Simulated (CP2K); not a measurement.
Runs of CP2K 2026.2 on Cd. It takes space group P6_3/mmc (No. 194, hexagonal). Conventional cell: a = 3.093 Å, b = 3.093 Å, c = 10.431 Å, α = 90.00°, β = 90.00°, γ = 120.00°. Cd (site symmetry -6m2) has 12 Cd at 3.09 to 3.16 Å as nearest neighbours. Around Cd (site symmetry -3m) lie 12 Cd at 3.09 to 3.16 Å. 

```csv
task,level,potentials or basis,cell,k mesh,smearing,EPS_DEFAULT,k points reduced by the point group,NGRIDS,basis sets,potentials,gap on the mesh (eV),pressure (GPa)
band structure,r2SCAN,POTENTIAL_UZH Cd GTH-SCAN-q12; TZVP-MOLOPT-SCAN-GTH basis,as given,10 × 10 × 3,fermi-dirac 0.05 eV,1.0E-9,yes,5,Cd TZVP-MOLOPT-SCAN-GTH-q12,Cd GTH-SCAN-q12 of POTENTIAL_UZH,none,0.2
band structure,PBEsol,POTENTIAL_UZH Cd GTH-PBE-q12; TZVP-MOLOPT-PBE-GTH basis,as given,10 × 10 × 3,fermi-dirac 0.05 eV,1.0E-9,yes,5,Cd TZVP-MOLOPT-PBE-GTH-q12,Cd GTH-PBE-q12 of POTENTIAL_UZH,none,(a)
relaxation of cell and atoms,PBEsol,POTENTIAL_UZH Cd GTH-PBE-q12; TZVP-MOLOPT-PBE-GTH basis,relaxed,8 × 8 × 2,fermi-dirac 0.05 eV,1.0E-10,-,4,Cd TZVP-MOLOPT-PBE-GTH-q12,Cd GTH-PBE-q12 of POTENTIAL_UZH,none,0.0
band structure,LDA,GTH_POTENTIALS Cd GTH-PADE-q12; TZVP-MOLOPT-PBE-GTH basis,as given,10 × 10 × 3,fermi-dirac 0.0259 eV,1.0E-9,yes,5,Cd TZVP-MOLOPT-PBE-GTH-q12,Cd GTH-PADE-q12 of GTH_POTENTIALS,none,-3.9
```

Alike in all rows: no spin polarisation.

Fill in the values left out.

(a) -1.2.

Caveats: the basis of atomic orbitals isn't converged, which shifts pressures, moduli and gaps; the potentials were made for another functional, which shifts forces and pressure (some runs).

A k mesh can miss the band edges, and the runs leave out spin-orbit coupling on Cd.

A gap of «none» marks a metal or a gap under the smearing width.

Not every run made on this cell is shown here.
